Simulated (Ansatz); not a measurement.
Cr: clamped-ion strain scan

These are results of Ansatz, DFT PBE, scalar-relativistic, plane waves, PAW, not measurements. The runs took a 420 eV cutoff, a Γ-centred 22×22×12 mesh and Gaussian smearing (0.15 eV). No spin polarisation. A magnetic state may lie lower. Energies are free energies at this smearing, counted from the undisturbed cell; pressure is positive in compression.

Zero of the scan (as given, not relaxed at this level; it stands at 7.6 GPa; this form isn't the usual structure):

```xyz
2
Lattice="1.1471 -2.4670 0.0000 1.1471 2.4670 0.0000 0.0000 0.0000 4.0643" Properties=species:S:1:pos:R:3 pbc="T T T"
Cr    1.1471    1.8282    3.0482
Cr    1.1471   -1.8282    1.0161
```

The cell is strained by ε times the Voigt pattern (1, -1, 0, 0, 0, 0) (xx, yy, zz, yz, xz, xy; engineering shear) with fractional coordinates fixed. The cell is metallic on the mesh throughout.

```tsv
ε	ΔE (meV/atom)	stress summed along the pattern (GPa, tension positive)	pressure (GPa)
-0.1500	674.1	-121.17	33.8
-0.0750	168.7	-58.85	14.1
0.0000	0.0	-2.97	7.6
0.0375	22.5	?	?
0.1125	119.2	6.95	12.8
```

Task: Give the withheld values.

Result: stress summed along the pattern (GPa, tension positive) at ε = 0.0375: 17.36; pressure (GPa) at ε = 0.0375: 8.0.